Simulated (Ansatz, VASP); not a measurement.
Pt: VASP beside Ansatz

Contents of INCAR:

```
PREC = Accurate
ENCUT = 520
EDIFF = 1E-7
ISMEAR = -1
SIGMA = 0.05
LREAL = F
LASPH = T
NELM = 80
ALGO = Normal
ISIF = 2
LWAVE = F
LCHARG = T
LDIPOL = T
IDIPOL = 3
DIPOL = 0.5 0.5 0.500
GGA = PE
LELF = T
LVHAR = T
LVACPOTAV = T
NBANDS = 39
```

The input KPOINTS:

```
Automatic mesh
0
Gamma
  10 10 1
```

The input POSCAR:

```
Pt
1.0
    2.7688887338      0.0000000000      0.0000000000
    0.0000000000      2.7688887338      0.0000000000
    0.0000000000      0.0000000000     24.7895000000
Pt
6
Direct
    0.5000000000      0.5000000000      0.3025474495
    0.0000000000      0.0000000000      0.3815284697
    0.5000000000      0.5000000000      0.4605094899
    0.0000000000      0.0000000000      0.5394905101
    0.5000000000      0.5000000000      0.6184715303
    0.0000000000      0.0000000000      0.6974525505
```

input.yaml

```yaml
crystal:
  lattice:
    - [2.7688887338, 0.0, 0.0]
    - [0.0, 2.7688887338, 0.0]
    - [0.0, 0.0, 24.7895]
  atoms:
    - { symbol: Pt, position: [0.5, 0.5, 0.3025474495] }
    - { symbol: Pt, position: [0.0, 0.0, 0.3815284697] }
    - { symbol: Pt, position: [0.5, 0.5, 0.4605094899] }
    - { symbol: Pt, position: [0.0, 0.0, 0.5394905101] }
    - { symbol: Pt, position: [0.5, 0.5, 0.6184715303] }
    - { symbol: Pt, position: [0.0, 0.0, 0.6974525505] }
hamiltonian:
  xc: pbe
  pseudopotentials: { kind: paw }
kpoints:
  mp_grid: { grid: [10, 10, 1] }
scf:
  occupations: { method: fermi_dirac, width: 0.05 }
output:
  forces: true
  eigenvalues: true
  write_density: true
  write_potential: true
  elf: true
  volumetric_format: npy
efield:
  axis: 3
  dipole_correction: true
  ramp_width: 0.04
```

Alike in both runs: task single point; functional PBE; k mesh 10 × 10 × 1; occupations fermi-dirac, width 0.05 eV; no spin polarisation.

|  | VASP | Ansatz |
| --- | --- | --- |
| version | VASP 6.6.1 | Ansatz 0.2.0 |
| potentials or method | VASP PAW PBE potentials, release 64 (Pt) | Ansatz PAW |
| plane-wave cutoff (eV) | 520 | 420 |
| valence electrons in the cell | 60 | 108 |

|  | VASP | Ansatz | Ansatz less VASP |
| --- | --- | --- | --- |
| gap on the k mesh at the Fermi level (eV) | none | none | - |
| rms of the force components (eV/Å) | 0.112 | 0.116 | +0.0043 |
| work function, face that differs most (eV) | 5.64 | 5.64 | -0.004 |

Atom by atom the forces differ by 0.006 eV/Å (rms over components). A gap of «none» marks a metal or a gap that the smearing closes. The two sets of potentials don't hold the same shells in valence.

Spin-orbit coupling is left out, which matters for the levels of Pt.
